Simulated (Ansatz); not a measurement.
# RuO2: how the settings move a single-point run

Question: which choices in the input matter for RuO2?

Program: Ansatz 0.2.0. Level of theory: reference: DFT, r2SCAN, PAW with Ansatz's default frozen-core files, scalar-relativistic. These are calculated values, not measurements.

### 1 The starting structure

Symmetry: P4_2/mnm, No. 136, tetragonal system. Conventional cell: a = 4.483 Å, b = 4.483 Å, c = 3.111 Å, α = 90.00°, β = 90.00°, γ = 90.00°. Around Ru (site symmetry mmm) lie 6 O at 1.94 to 1.99 Å. O (site symmetry m2m) is surrounded by 3 Ru at 1.94 to 1.99 Å.

Structure file:

```
Ru O
1.0
     4.48250    0.00000    0.00000
     0.00000    4.48250    0.00000
     0.00000    0.00000    3.11134
Ru O
2 4
Direct
  0.50000 0.50000 0.50000
  0.00000 0.00000 0.00000
  0.80544 0.19456 0.50000
  0.19456 0.80544 0.50000
  0.69456 0.69456 0.00000
  0.30544 0.30544 0.00000
```

### 2 The reference run

input.yaml reads:

```yaml
crystal:
  lattice:
    - [4.482500315, 0.0, 0.0]
    - [0.0, 4.482500315, 0.0]
    - [0.0, 0.0, 3.1113414]
  atoms:
    - { symbol: Ru, position: [0.5, 0.5, 0.5] }
    - { symbol: Ru, position: [0.0, 0.0, 0.0] }
    - { symbol: O, position: [0.80544216, 0.19455784, 0.5] }
    - { symbol: O, position: [0.19455784, 0.80544216, 0.5] }
    - { symbol: O, position: [0.69455784, 0.69455784, 0.0] }
    - { symbol: O, position: [0.30544216, 0.30544216, 0.0] }
kpoints:
  mp_grid: { grid: [6, 6, 9] }
  band_path:
    path:
      - [0.0, 0.0, 0.0]
      - [0.0, 0.5, 0.0]
      - [0.5, 0.5, 0.0]
      - [0.0, 0.0, 0.0]
      - [0.0, 0.0, 0.5]
      - [0.0, 0.5, 0.5]
      - [0.5, 0.5, 0.5]
      - [0.0, 0.0, 0.5]
      - [0.0, 0.5, 0.0]
    npoints: 5
scf:
  occupations: { method: fermi_dirac, width: 0.05 }
hamiltonian:
  xc: r2scan
  pseudopotentials: { kind: paw }
output:
  forces: true
  stress: true
  eigenvalues: true
  efg: { contact_densities: true }
```

Launch:

```bash
ansatz run input.yaml --threads 2 --pin off --max-ram 6144MiB --backend cpu --events-out ev --progress --plain --runs-dir out
```

### 3 Again, with ecutwfc 250 eV, accuracy low

input.yaml: that of step 2 with these lines changed.

```diff
@@ -36 +36,8 @@
   efg: { contact_densities: true }
+  write_density: true
+  write_potential: true
+  elf: true
+  volumetric_format: npy
+basis:
+  ecutwfc: "250 eV"
+accuracy: low
```

### 4 Variant: occupations.method tetrahedron, mixing.algorithm broyden, mixing.beta 0.5, mixing.ndim 8, width left out

input.yaml: that of step 2 with these lines changed.

```diff
@@ -27,3 +27,4 @@
 scf:
-  occupations: { method: fermi_dirac, width: 0.05 }
+  occupations: { method: tetrahedron }
+  mixing: { algorithm: broyden, beta: 0.5, ndim: 8 }
 hamiltonian:
```

Before running it: what results should come out? Wanted: for each run, ending; energy change; pressure; gap; force.

As calculated:

| run | ending | energy change | pressure (GPa) | gap (eV) | force (eV/Å) | cycles | time |
| --- | --- | --- | --- | --- | --- | --- | --- |
| reference | converged | 0 | -0.7 | 0.00 | 0.01 | 7 | 11 s |
| 1: ecutwfc 250 eV, accuracy low | converged | +1.58 eV/atom | -8.8 | 0.00 | 0.12 | 7 | 5.2 s |
| 2: occupations.method tetrahedron, mixing.algorithm broyden, mixing.beta 0.5, mixing.ndim 8, width left out | converged | -1.1 meV/atom (σ→0) | -0.7 | 0.00 | 0.02 | 9 | 11 s |

Times don't compare one to one where runs were asked for different outputs or read a saved state (see the inputs); cycles may leave out searches for a lower state.

Residual by cycle in the longest SCF loop of each run; runs are numbered as in the table. The quantity is the density residual dr2, in eV.

```csv
cycle,reference,run 1,run 2
1,0.139,0.737,0.146
2,0.0115,0.283,0.0157
3,0.0026,0.0063,0.00476
4,1.6e-4,3.1e-4,3.7e-4
5,1.1e-5,3.7e-5,6.2e-5
6,1.3e-7,3.7e-6,4.1e-6
7,2.6e-9,1.9e-8,9.7e-7
8,-,-,1.1e-7
9,-,-,3.0e-8
```

**Reading.** Run 1 ran under the cutoff that the potentials recommend, as the log warns, so basis error is mixed into its values. The reference has no spin polarisation; with Ru present, a magnetic state may lie lower.
